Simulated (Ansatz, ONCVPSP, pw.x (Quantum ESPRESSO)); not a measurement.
# pw.x on fcc W: one setting changed

Potential: optimised norm-conserving Vanderbilt (ONCV), ONCVPSP 4.0.1.1 (patched build), PBE; core [Xe] 4f14, reference 5d4 6s1 6p1; waves: 6s: rc 2.58 bohr, ncon 3, nbas 6, qcut 2.6 1/bohr, 1 projector; 6p: rc 3.58 bohr, ncon 4, nbas 7, qcut 2.1 1/bohr, 2 projectors, debl 1.7 Ha; 5d: rc 2.78 bohr, ncon 3, nbas 7, qcut 6 1/bohr, 2 projectors, debl 2.7 Ha; local part: polynomial inside 2.10 bohr (lpopt 3, dvloc0 2 Ha); core correction: polynomial model core, fcfact 0.55.

The reference run (k-mesh 14³, cutoffs 50/200 Ry, Fermi–Dirac 0.01 Ry, mixing_beta 0.4, conv_thr 1e-9, no spin) gives -1.58 GPa at 16.478 Å³/atom, where all-electron LAPW gives -0.06 GPa. This run, with its own iteration cap, changes k-mesh points per axis to 3.

```
&control
  calculation='scf', prefix='x', pseudo_dir='./', outdir='./tmp', tstress=.true., disk_io='none'
/
&system
  ibrav=0, nat=1, ntyp=1, ecutwfc=50, ecutrho=200, nbnd=10,
  occupations='smearing', smearing='fd', degauss=0.01
/
&electrons
  conv_thr=1e-09, mixing_beta=0.4, electron_maxstep=60
/
ATOMIC_SPECIES
W 1.0 W.UPF
CELL_PARAMETERS angstrom
  0.00000000 2.01972156 2.01972156
  2.01972156 0.00000000 2.01972156
  2.01972156 2.01972156 0.00000000
ATOMIC_POSITIONS crystal
W 0.0000 0.0000 0.0000
K_POINTS automatic
3 3 3 0 0 0
```

```bash
pw.x < W.scf.in > W.scf.out
```

How does the run end?

It converges in 8 iterations; the free energy moves by +345.8 meV/atom and the pressure by +5.96 GPa.

```
Message from routine setup:
     using ibrav=0 with symmetry is DISCOURAGED, use correct ibrav instead
     lattice parameter (alat)  =       5.3977  a.u.
     unit-cell volume          =     111.1991 (a.u.)^3
     number of electrons       =         6.00
     number of Kohn-Sham states=           10
     kinetic-energy cutoff     =      50.0000  Ry
     charge density cutoff     =     200.0000  Ry
     scf convergence threshold =      1.0E-09
     Exchange-correlation= PBE
     number of k points=     4  Fermi-Dirac smearing, width (Ry)=  0.0100
     iteration #  1     ecut=    50.00 Ry     beta= 0.40
     total energy              =     -23.92415530 Ry
     estimated scf accuracy    <       0.07597047 Ry
     iteration #  2     ecut=    50.00 Ry     beta= 0.40
     total energy              =     -23.91979927 Ry
     estimated scf accuracy    <       0.01388862 Ry
     iteration #  3     ecut=    50.00 Ry     beta= 0.40
     total energy              =     -23.92218380 Ry
     estimated scf accuracy    <       0.00020498 Ry
     [... 2 iterations left out ...]
     iteration #  6     ecut=    50.00 Ry     beta= 0.40
     total energy              =     -23.92220712 Ry
     estimated scf accuracy    <       0.00000005 Ry
     iteration #  7     ecut=    50.00 Ry     beta= 0.40
     total energy              =     -23.92220713 Ry
     estimated scf accuracy    <          3.0E-09 Ry
     iteration #  8     ecut=    50.00 Ry     beta= 0.40
     the Fermi energy is    14.3160 ev
!    total energy              =     -23.92220713 Ry
     estimated scf accuracy    <          1.1E-10 Ry
     smearing contrib. (-TS)   =      -0.00716207 Ry
     The total energy is F=E-TS. E is the sum of the following terms:
     one-electron contribution =      11.25814244 Ry
     hartree contribution      =       0.15353586 Ry
     xc contribution           =     -13.70409848 Ry
     ewald contribution        =     -21.62262488 Ry
     convergence has been achieved in   8 iterations
          total   stress  (Ry/bohr**3)                   (kbar)     P=       43.77
     Message from routine punch:
     Nothing written, as per user request (disk_io='none')
```

The run took about 0.9 s on one core of a shared host (Neoverse-N1, 64 threads, 124 GiB, load 55).
